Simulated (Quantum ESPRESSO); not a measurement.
**MoS2: single point with PBEsol**

MoS2:

```
CELL_PARAMETERS angstrom
1.58000 0.91221 6.15000
-1.58000 0.91221 6.15000
0.00000 -1.82443 6.15000
ATOMIC_POSITIONS crystal
Mo 0.00000 0.00000 0.00000
S 0.41700 0.41700 0.41700
S 0.25000 0.25000 0.25000
```

Measurements of this composition are mostly on another form, of space group No. 194.

```yaml
Program: Quantum ESPRESSO 7.5
Task: single point
Functional: PBEsol
Potentials_or_basis: GBRV 1.5 PBEsol
Cutoff: 612 eV
Density_cutoff: 4898 eV
k_mesh: 10 × 10 × 10
Occupations: fermi-dirac, width 0.05 eV
Spin: no spin polarisation
```

```yaml
Pressure: 0.0 GPa
Largest_force: 0.242 eV/Å
Band_gap_on_the_k_mesh: 0.91 eV, indirect (least direct gap 1.96 eV)
```

Forces in eV/Å, atoms in the order of the input:
```
Mo   0.000  0.000  0.086
S    0.000  0.000  0.156
S    0.000  0.000 -0.242
```

Stress tensor (GPa, compression positive):
```
-0.98  0.00  0.00
 0.00 -0.98  0.00
 0.00  0.00  2.00
```

Levels at points of the mesh, in eV from the valence-band top:
| k point | band 11 | band 12 | band 13 | band 14 | band 15 | band 16 |
| --- | --- | --- | --- | --- | --- | --- |
| (0.00, 0.00, 0.00) | -2.36 | -1.27 | -1.21 | 2.01 | 2.01 | 2.45 |
| (0.00, 0.00, -0.50) | -2.36 | -1.68 | -1.53 | 1.56 | 1.99 | 3.42 |
| (0.00, -0.50, -0.50) | -2.94 | -1.86 | -1.36 | 1.52 | 2.11 | 2.95 |
| (-0.50, -0.50, -0.50) | -2.33 | -2.33 | 0.00 | 2.10 | 2.10 | 2.31 |

Run time: 2.3 min on 2 MPI ranks on Arm Neoverse V2, on a shared host, peak memory 0.36 GiB a rank.

A k mesh can miss the band edges.
